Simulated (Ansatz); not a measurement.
**Varying the input for H**

All trials start from this Ansatz input:

```yaml
crystal:
  lattice:
    - [5.1702470185, 0.0, 0.0]
    - [-2.5851235093, 4.4775652619, 0.0]
    - [0.0, 0.0, 3.849525]
  atoms:
    - { symbol: H, position: [0.33333333, 0.66666667, 0.25], spin: 1.0 }
    - { symbol: H, position: [0.66666667, 0.33333333, 0.75], spin: 1.0 }
basis:
  ecutwfc: 420
kpoints:
  mp_grid: { grid: [3, 3, 4] }
hamiltonian:
  xc: pbe
scf:
  occupations: { method: gaussian, width: 0.1 }
  lower_state_search: "off"
output:
  forces: true
  stress: true
  eigenvalues: true
  populations: true
magnetization:
  spin_polarized: true
```

Command:

```bash
ansatz run input.yaml --threads 1 --pin off --max-ram 1331MiB --backend cpu --events-out ev --progress --plain --runs-dir out
```

The run converges in 9 SCF iterations on 9 irreducible k-points: pressure 0.14 GPa, gap on the sampled k-points 6.61 eV, cell moment 2.00 μB. It warns that not every printed level is settled; that the state wasn't tested for a lower one.

These settings were drawn at random to show what each does; none of the numbers is a converged property of the crystal. Each trial's input is given as a difference from the reference's; energies are extrapolated to zero smearing where there is one, and pressure is positive in compression. Charged cells sit in a uniform background, and their pressures hang on that convention.

Trial 1:

```diff
 crystal:
   atoms:
-    - { symbol: H, position: [0.33333333, 0.66666667, 0.25], spin: 1.0 }
-    - { symbol: H, position: [0.66666667, 0.33333333, 0.75], spin: 1.0 }
+    - { symbol: H, position: [0.3333333333, 0.6666666667, 0.25], spin: 1.03 }
+    - { symbol: H, position: [0.6666666667, 0.3333333333, 0.75], spin: 1.03 }
 hamiltonian:
-  xc: pbe
+  xc: rpbe
 scf:
-  occupations: { method: gaussian, width: 0.1 }
+  occupations: { method: methfessel_paxton, width: 0.077 }
+  n_extra_bands: 3
```

The run converges in 9 SCF iterations on 9 irreducible k-points: pressure 0.23 GPa, gap on the sampled k-points 6.66 eV, cell moment 2.00 μB. It warns that not every printed level is settled; that the state wasn't tested for a lower one.

Trial 2:

```diff
 crystal:
   atoms:
-    - { symbol: H, position: [0.33333333, 0.66666667, 0.25], spin: 1.0 }
-    - { symbol: H, position: [0.66666667, 0.33333333, 0.75], spin: 1.0 }
+    - { symbol: H, position: [0.3333333333, 0.6666666667, 0.25], spin: 1.03 }
+    - { symbol: H, position: [0.6666666667, 0.3333333333, 0.75], spin: 1.03 }
 kpoints:
-  mp_grid: { grid: [3, 3, 4] }
+  mp_grid: { kspacing: 0.83 }
 hamiltonian:
-  xc: pbe
+  xc: revpbe
```

The run converges in 9 SCF iterations on 4 irreducible k-points: pressure 0.27 GPa, gap on the sampled k-points 7.17 eV, cell moment 2.00 μB. It warns that not every printed level is settled; that the state wasn't tested for a lower one.

Trial 3:

```diff
 crystal:
   atoms:
-    - { symbol: H, position: [0.33333333, 0.66666667, 0.25], spin: 1.0 }
-    - { symbol: H, position: [0.66666667, 0.33333333, 0.75], spin: 1.0 }
+    - { symbol: H, position: [0.3333333333, 0.6666666667, 0.25], spin: 1.03 }
+    - { symbol: H, position: [0.6666666667, 0.3333333333, 0.75], spin: 1.03 }
+total_charge: -2
```

The run converges in 14 SCF iterations on 9 irreducible k-points: pressure -2.08 GPa (with the neutralising background of the charged cell), gap on the sampled k-points 1.30 eV, cell moment 0.00 μB. It warns that the starting moments were lost.

Trial 4 (lattice in bohr):

```diff
 crystal:
   lattice:
-    - [5.1702470185, 0.0, 0.0]
-    - [-2.5851235093, 4.4775652619, 0.0]
-    - [0.0, 0.0, 3.849525]
+    - [9.7703547556, 1.0e-10, 0.0]
+    - [-4.8851773779, 8.4613754223, 0.0]
+    - [0.0, 0.0, 7.2745508592]
   atoms:
-    - { symbol: H, position: [0.33333333, 0.66666667, 0.25], spin: 1.0 }
-    - { symbol: H, position: [0.66666667, 0.33333333, 0.75], spin: 1.0 }
+    - { symbol: H, position: [0.3333333333, 0.6666666667, 0.25], spin: 1.03 }
+    - { symbol: H, position: [0.6666666667, 0.3333333333, 0.75], spin: 1.03 }
 basis:
-  ecutwfc: 420
+  ecutwfc: 30
 kpoints:
-  mp_grid: { grid: [3, 3, 4] }
+  mp_grid: { kspacing: 1.2 }
 scf:
+  n_extra_bands: 12
+  max_iter: 70
```

The run converges in 15 SCF iterations on 1 irreducible k-point: energy 2.97 eV per atom above the reference, pressure -0.02 GPa (unreliable at so low a cutoff), gap on the sampled k-points 5.76 eV, cell moment 2.00 μB. It warns that the cutoff lies under the recommended one, 420 eV for these potentials; that not every printed level is settled.

Trial 5 (volume scaled):

```diff
 crystal:
   lattice:
-    - [5.1702470185, 0.0, 0.0]
-    - [-2.5851235093, 4.4775652619, 0.0]
-    - [0.0, 0.0, 3.849525]
+    - [4.6210857781, 0.0, 0.0]
+    - [-2.310542889, 4.0019776768, 0.0]
+    - [0.0, 0.0, 3.4406451309]
   atoms:
-    - { symbol: H, position: [0.33333333, 0.66666667, 0.25], spin: 1.0 }
-    - { symbol: H, position: [0.66666667, 0.33333333, 0.75], spin: 1.0 }
+    - { symbol: H, position: [0.3333333333, 0.6666666667, 0.25] }
+    - { symbol: H, position: [0.6666666667, 0.3333333333, 0.75] }
 basis:
+  xc_grid: 2
 kpoints:
-  mp_grid: { grid: [3, 3, 4] }
+  mp_grid: { grid: [4, 1, 1] }
 scf:
-  occupations: { method: gaussian, width: 0.1 }
-  lower_state_search: "off"
+  occupations: { method: cold }
+  max_iter: 20
 output:
-  populations: true
 magnetization:
+  initial_magnetization: 3.0
```

The run converges in 6 SCF iterations on 3 irreducible k-points: energy 219 meV per atom below the reference, pressure -1.23 GPa, largest force 0.143 eV/Å, gap on the sampled k-points 7.01 eV, cell moment 2.00 μB. It warns that not every printed level is settled; that the state wasn't tested for a lower one; that the mesh lowers the symmetry.

Trial 6:

```diff
 crystal:
   lattice:
-    - [5.1702470185, 0.0, 0.0]
-    - [-2.5851235093, 4.4775652619, 0.0]
-    - [0.0, 0.0, 3.849525]
+    - [-2.5851235093, 4.4775652619, 0.0]
+    - [5.1702470185, 0.0, 0.0]
+    - [0.0, 0.0, 3.849525]
   atoms:
-    - { symbol: H, position: [0.33333333, 0.66666667, 0.25], spin: 1.0 }
-    - { symbol: H, position: [0.66666667, 0.33333333, 0.75], spin: 1.0 }
+    - { symbol: H, position: [0.6666666667, 0.3333333333, 0.25], spin: 1.03 }
+    - { symbol: H, position: [0.3333333333, 0.6666666667, 0.75], spin: 1.03 }
 kpoints:
-  mp_grid: { grid: [3, 3, 4] }
+  mp_grid: { grid: [0, 4, 4] }
 scf:
+  convergence: { dr2_threshold: "1e-5 eV" }
+  max_iter: 76
```

The program refuses the input:

```text
Error: invalid value for `kpoints.mp_grid.grid`: each dimension must be in 1..=255
```

Next try, with these keys changed back:

```diff
 kpoints:
-  mp_grid: { grid: [0, 4, 4] }
+  mp_grid: { grid: [3, 3, 4] }
```

The run converges in 9 SCF iterations on 9 irreducible k-points: the reference's energy to 0.01 meV per atom, pressure 0.14 GPa, gap on the sampled k-points 6.61 eV, cell moment 2.00 μB. It warns that the SCF threshold is loose for the forces; that not every printed level is settled; that the state wasn't tested for a lower one; that the SCF threshold is loose for the stress.

Trial 7:

```diff
 crystal:
   atoms:
-    - { symbol: H, position: [0.33333333, 0.66666667, 0.25], spin: 1.0 }
-    - { symbol: H, position: [0.66666667, 0.33333333, 0.75], spin: 1.0 }
+    - { symbol: H, position: [0.3333333333, 0.6666666667, 0.25], spin: 1.03 }
+    - { symbol: H, position: [0.6666666667, 0.3333333333, 0.75], spin: 1.03 }
 basis:
-  ecutwfc: 420
+  ecutwfc: 480
 hamiltonian:
-  xc: pbe
+  xc: blyp
```

The run converges in 17 SCF iterations on 9 irreducible k-points: pressure 0.29 GPa, gap on the sampled k-points 3.95 eV, cell moment 2.00 μB. It warns that the state wasn't tested for a lower one.

Trial 8:

```diff
 crystal:
   atoms:
-    - { symbol: H, position: [0.33333333, 0.66666667, 0.25], spin: 1.0 }
-    - { symbol: H, position: [0.66666667, 0.33333333, 0.75], spin: 1.0 }
+    - { symbol: H, position: [0.3333333333, 0.6666666667, 0.25], spin: 1.03 }
+    - { symbol: H, position: [0.6666666667, 0.3333333333, 0.75], spin: 1.03 }
 basis:
-  ecutwfc: 420
+  ecutwfc: 500
+  precision: f64
 kpoints:
-  mp_grid: { grid: [3, 3, 4] }
+  mp_grid: { grid: [1, 1, 5] }
 hamiltonian:
-  xc: pbe
+  xc: r2scan
```

The run converges in 11 SCF iterations on 3 irreducible k-points: pressure -0.12 GPa, gap on the sampled k-points 5.01 eV, cell moment 2.00 μB. It warns that the state wasn't tested for a lower one.